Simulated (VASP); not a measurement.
HgSe:

```
Hg Se
1.0
     0.00000    3.03900    3.03900
     3.03900    0.00000    3.03900
     3.03900    3.03900    0.00000
Hg Se
1 1
Direct
  0.00000 0.00000 0.00000
  0.75000 0.75000 0.75000
```

- Program: VASP 6.6.1
- Task: relaxation of cell and atoms
- Functional: PBE
- Dispersion: D4
- Potentials or basis: VASP PAW PBE potentials, release 64 (Hg, Se)
- Cutoff: 600 eV
- k mesh: 8 × 8 × 8
- Occupations: fermi-dirac, width 0.05 eV
- Spin: no spin polarisation

At the start: pressure 2.9 GPa; volume 28.07 Å³/atom.

Question: Where does the relaxation end?

Answer: Over 3 steps the energy falls by 12.7 meV/atom and the volume is 29.55 Å³/atom (+5.3 %); space group F-43m (No. 216, to 0.05 Å).

Step by step:
```
step  energy change (eV)  largest force (eV/Å)  pressure (GPa)  volume (Å³)
   1              0.0000                0.0000            2.89        56.13
   2             -0.0216                0.0000           -0.95        60.35
   3             -0.0254                0.0000            0.01        59.10
```

Final structure:
```
CELL_PARAMETERS angstrom
0.00000 3.09164 3.09164
3.09164 0.00000 3.09164
3.09164 3.09164 0.00000
ATOMIC_POSITIONS crystal
Hg 0.00000 0.00000 0.00000
Se 0.75000 0.75000 0.75000
```

Caveat: pairwise dispersion overbinds metals, which lowers pressure and volume.
